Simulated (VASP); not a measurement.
# MgS: single point with PBE

Crystal: MgS.

```
CELL_PARAMETERS angstrom
0.00000 2.83312 2.83312
2.83312 0.00000 2.83312
2.83312 2.83312 0.00000
ATOMIC_POSITIONS crystal
Mg 0.00000 0.00000 0.00000
S 0.74553 0.74600 0.71728
```

The cell comes from a database or a generator and needn't be the stable form of this composition.

The cell isn't the ideal one: one atom moved.

- Program: VASP 6.6.1
- Task: single point
- Functional: PBE
- Potentials or basis: VASP PAW PBE potentials, release 64 (Mg, S)
- Cutoff: 520 eV
- k mesh: 8 × 8 × 8
- Occupations: gaussian, width 0.02 eV
- Spin: no spin polarisation

```
Pressure               : 1.3 GPa
Largest force          : 0.782 eV/Å
Band gap on the k mesh : 3.24 eV, direct
```

Forces in eV/Å, atoms in the order of the input:
```
Mg  -0.546 -0.554  0.073
S    0.546  0.554 -0.073
```

Stress tensor (GPa, compression positive):
```
 1.18  0.07 -2.18
 0.07  1.17 -2.15
-2.18 -2.15  1.55
```

Levels at points of the mesh, in eV from the valence-band top:
```tsv
k point	band 1	band 2	band 3	band 4	band 5	band 6	band 7	band 8	band 9
(0.00, 0.00, 0.00)	-11.46	-0.37	-0.22	0.00	3.24	7.74	7.75	7.80	10.64
(0.50, 0.00, 0.00)	-10.78	-3.33	-0.65	-0.36	4.90	7.31	7.61	8.38	12.54
(0.00, 0.50, 0.00)	-10.78	-3.33	-0.65	-0.36	4.90	7.31	7.61	8.38	12.54
(0.00, 0.00, 0.50)	-10.77	-3.42	-0.55	-0.35	4.92	7.42	7.62	8.34	12.56
(0.50, 0.50, 0.50)	-10.80	-3.17	-0.67	-0.54	4.89	7.28	7.43	8.42	12.60
(0.50, 0.50, 0.00)	-10.56	-3.01	-1.24	-1.18	3.68	5.43	10.88	12.10	12.13
(0.00, 0.50, 0.50)	-10.56	-3.00	-1.32	-1.12	3.69	5.45	10.88	12.09	12.11
(0.50, 0.00, 0.50)	-10.56	-3.00	-1.32	-1.12	3.69	5.45	10.88	12.09	12.11
```

Run time: 2 min on 1 thread of Intel(R) Xeon(R) Platinum 8259CL CPU @ 2.50GHz (Skylake/Cascade Lake) (shared host), peak memory 0.27 GiB.

A k mesh can miss the band edges.
